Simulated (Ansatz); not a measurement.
# FeNi: the cost of one run

Method: DFT PBE, scalar-relativistic, plane waves, PAW, in Ansatz 0.2.0.

## 1. Starting point

The structure is cubic, space group Fm-3m (No. 225). Conventional cell: a = 4.397 Å, b = 4.397 Å, c = 4.397 Å, α = 90.00°, β = 90.00°, γ = 90.00°. Fe (site symmetry m-3m) has 6 Ni at 2.20 Å as nearest neighbours. Around Ni (site symmetry m-3m) lie 6 Fe at 2.20 Å.

Structure file:

```
Fe Ni
1.0
     0.00000    2.19852    2.19852
     2.19852    0.00000    2.19852
     2.19852    2.19852    0.00000
Fe Ni
1 1
Direct
  0.00000 0.00000 0.00000
  0.50000 0.50000 0.50000
```

A structure generator made this guess: species swapped into a database cell of GdP (Fm-3m, No. 225), with Fe on the Gd sites and Ni on the P sites. Lengths come from tabulated atomic sizes and are only a guess.

## 2. A first look at the guess

input.yaml reads:

```yaml
crystal:
  lattice:
    - [0.0, 2.19852357, 2.19852357]
    - [2.19852357, 0.0, 2.19852357]
    - [2.19852357, 2.19852357, 0.0]
  atoms:
    - { symbol: Fe, position: [0.0, 0.0, 0.0], spin: 4.0 }
    - { symbol: Ni, position: [0.5, 0.5, 0.5], spin: 2.0 }
basis:
  ecutwfc: 420
kpoints:
  mp_grid: { grid: [6, 6, 6] }
hamiltonian:
  xc: pbe
scf:
  occupations: { method: gaussian, width: 0.1 }
  lower_state_search: "off"
output:
  forces: true
  stress: true
  eigenvalues: true
  populations: true
magnetization:
  spin_polarized: true
```

Launch:

```
$ ansatz run input.yaml --threads 1 --pin off --max-ram 2560MiB --backend cpu --events-out ev --progress --plain --runs-dir out
```

Q: Estimate wall time and peak memory on 1 thread of Arm Neoverse V1, shared host.

About 3.1 s, with a peak of 0.28 GiB.
